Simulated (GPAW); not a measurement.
A calculation with GPAW 26.7.0 of Ru (native input, structure from a P1 CIF):

The input run.py:

```python
from ase.io import read
from gpaw import PW
from gpaw.dft import DFT

atoms = read('Ru.cif')

dft = DFT(atoms,
          mode=PW(600),
          xc='PBE',
          kpts={'size': (11, 11, 6), 'gamma': True},
          occupations={'name': 'fermi-dirac', 'width': 0.05},
          nbands=29,
          convergence={'density': 1e-05, 'energy': 1e-05},
          maxiter=150,
          txt='gpaw.txt')
print(f'Energy: {dft.calculate_energy():.6f} eV')
print('Forces (eV/A):')
print(dft.calculate_forces().round(4))
print('Stress (eV/A^3):', dft.calculate_stress().round(6))
dft.write_gpw_file('gs.gpw')
```

File Ru.cif:

```cif
data_Ru
_cell_length_a 2.70580000
_cell_length_b 2.70580000
_cell_length_c 4.28190000
_cell_angle_alpha 90.00000000
_cell_angle_beta 90.00000000
_cell_angle_gamma 120.00000000
_space_group_name_H-M_alt 'P1'
_space_group_name_Hall 'P 1'
_space_group_IT_number 1
loop_
_space_group_symop_operation_xyz
'x,y,z'
loop_
_atom_site_label
_atom_site_type_symbol
_atom_site_symmetry_multiplicity
_atom_site_Wyckoff_symbol
_atom_site_fract_x
_atom_site_fract_y
_atom_site_fract_z
_atom_site_occupancy
Ru1 Ru 1 a 0.6666666667 0.3333333333 0.7500000000 1
Ru2 Ru 1 a 0.3333333333 0.6666666667 0.2500000000 1
```

Potentials or basis: GPAW PAW data sets (gpaw-data 1.2.1), pw.

Launch:

```console
$ OMP_NUM_THREADS=1 python run.py
```

Question: Write the same calculation in another form: ASE script, structure typed inline.

Answer: As run:

File run.py:

```python
from ase import Atoms
from ase.dft.bandgap import bandgap
from ase.io import write
from ase.units import GPa
from gpaw import GPAW, PW

atoms = Atoms(['Ru', 'Ru'],
              cell=[[2.7058, 0.0, 0.0],
                    [-1.3529, 2.3432915376, 0.0],
                    [0.0, 0.0, 4.2819]],
              scaled_positions=[[0.6666666667, 0.3333333333, 0.75],
                                [0.3333333333, 0.6666666667, 0.25]],
              pbc=True)

calc = GPAW(mode=PW(600),
            xc='PBE',
            kpts={'size': (11, 11, 6), 'gamma': True},
            occupations={'name': 'fermi-dirac', 'width': 0.05},
            nbands=29,
            convergence={'density': 1e-05, 'energy': 1e-05},
            maxiter=150,
            txt='gpaw.txt')
atoms.calc = calc
energy = atoms.get_potential_energy()
forces = atoms.get_forces()
stress = atoms.get_stress()
calc.write('gs.gpw')
write('result.traj', atoms)
print(f'Energy: {energy:.6f} eV')
print('Forces (eV/A):')
print(forces.round(4))
print('Stress (GPa):', (stress / GPa).round(3))
print('Fermi level:', round(calc.get_fermi_level(), 4), 'eV')
print(f'Gap: {bandgap(calc)[0]:.4f} eV, direct: {bandgap(calc, direct=True)[0]:.4f} eV')
```

Potentials or basis: GPAW PAW data sets (gpaw-data 1.2.1), pw.

The run is started by

```console
$ OMP_NUM_THREADS=1 python run.py
```

Both were run:

|  | native input, structure from a P1 CIF | ASE script, structure typed inline |
| --- | --- | --- |
| Pressure | 3.7 GPa | 3.7 GPa |
| Band gap on the k mesh | none (metal or under the smearing width) | none (metal or under the smearing width) |

Keys that steer only the numerical path or the files written may differ.
